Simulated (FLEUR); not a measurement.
**Moving the fixed moment of the cell in Co**

The structure is trigonal, space group P-3m1 (No. 164). The conventional cell has a = 2.487 Å, b = 2.487 Å, c = 4.063 Å, α = 90.00°, β = 90.00°, γ = 120.00°. Co (site symmetry 3m) is surrounded by 12 Co at 2.42 to 2.55 Å.

Kept alike: task single point; functional LDA; k mesh 10 × 10 × 6; occupations fermi-dirac, width 0.05 eV; collinear spin, ferromagnetic start. Program: FLEUR, all-electron, FLAPW. The mesh is that of the run's cell of 2 atoms. No spin-orbit coupling.

| fixed moment of cell (μB) | largest site moment (μB) | free energy over the lowest row (meV/atom) |
| --- | --- | --- |
| 0.8 | 0.42 | 160.98 |
| 1.6 | 0.84 | 119.52 |
| 2.4 | 1.25 | 55.95 |
| 3.2 | 1.65 | 0.83 |
| 4 | 2.00 | 145.77 |
| 4.8 | 2.32 | 574.78 |
| free | 1.69 | 0.00 |

For a metal such a mesh leaves the last digits unconverged. The runs hold the magnetic state that their start led to, which needn't be the lowest. Site moments count inside each atom's sphere or projector.

Problem. What does the fixed moment of the cell change here?

Solution. The largest site moment runs from 0.42 (0.8) to 2.32 μB (4.8). The free energy is lowest at free, and 574.78 meV an atom higher at 4.8.

The energy falls steadily as the cell moment is raised from 0.8 to 3.2 μB, where it almost meets the free solution, then climbs steeply. This asymmetry is what a strong ferromagnet should show. Below the optimum, splitting the narrow 3d bands gains more exchange energy than it costs in band energy. Near the optimum the majority d band is essentially full, so any further moment must come from moving minority d electrons into broad, high-lying majority states of largely sp character, where the density of states is low.

The site moments fit this picture. Up to 3.2 μB they slightly exceed half the cell moment, which implies a weak opposite polarisation between the atoms. At 4.8 μB they fall below half, so part of the added spin now sits outside the spheres, probably in those sp states. The scan supports a single high-moment minimum within the sampled range, with no sign of a separate low-moment state. Without a zero-moment row, it doesn't give the full energy gain from magnetic order.
